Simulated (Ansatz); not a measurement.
## Computed properties of Ca

```
Ca
1.0
    -2.24000    2.24000    2.24000
     2.24000   -2.24000    2.24000
     2.24000    2.24000   -2.24000
Ca
1
Direct
  0.00000 0.00000 0.00000
```

The structure is an experimental refinement, used without relaxation. It was measured hot, at 740 K.

These are results of DFT, PBE, all-electron LAPW, scalar-relativistic in Ansatz 0.2.0, not measurements.

Settings: a Γ-centred 10×10×10 k mesh, Fermi–Dirac smearing of 0.05 eV, basis error target 0.25 meV/atom, no spin polarisation.

* Density of states at the Fermi level (0.2 eV bin): 1.11 states/eV per cell
* Volume per atom: 303.4 bohr³

(1) Give the computed value. Pressure at this cell.

(2) Give the computed value. Band gap.

Results:

(1) -0.97 GPa.

(2) None at this level of theory (metallic, semimetallic, or a small gap that the functional closes).
